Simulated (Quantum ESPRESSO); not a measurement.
Ti2O:

```
Ti O
1.0
     2.91940    0.00000    0.00000
    -1.45970    2.52827    0.00000
     0.00000    0.00000    4.71300
Ti O
2 1
Direct
  0.33333 0.66667 0.72126
  0.66667 0.33333 0.27874
  0.00000 0.00000 0.00000
```

Base run:

- Program: Quantum ESPRESSO 7.5
- Functional: PBEsol
- Potentials or basis: GBRV 1.5 PBEsol
- Cutoff: 612 eV
- Density cutoff: 4898 eV
- k mesh: 10 × 10 × 6
- Occupations: fermi-dirac, width 0.05 eV
- Spin: no spin polarisation

Its results: band gap on the k mesh none (metal or under the smearing width); pressure 4.6 GPa; largest force 1.306 eV/Å.

Q: The run is repeated on the same cell with these changes: hubbard terms from none to Ti d U = 4 eV. What comes out?

A: Band gap on the k mesh none (metal or under the smearing width); pressure 11.2 GPa; largest force 1.197 eV/Å.

Caveats: forces of over 1 eV/Å show positions far from the minimum, so gaps and moduli don't describe the material at rest; semilocal functionals often make such compounds metallic where correlation or magnetic order opens a gap, which also shifts bond lengths (some runs); U without spin polarisation on a metal has little footing (some runs).
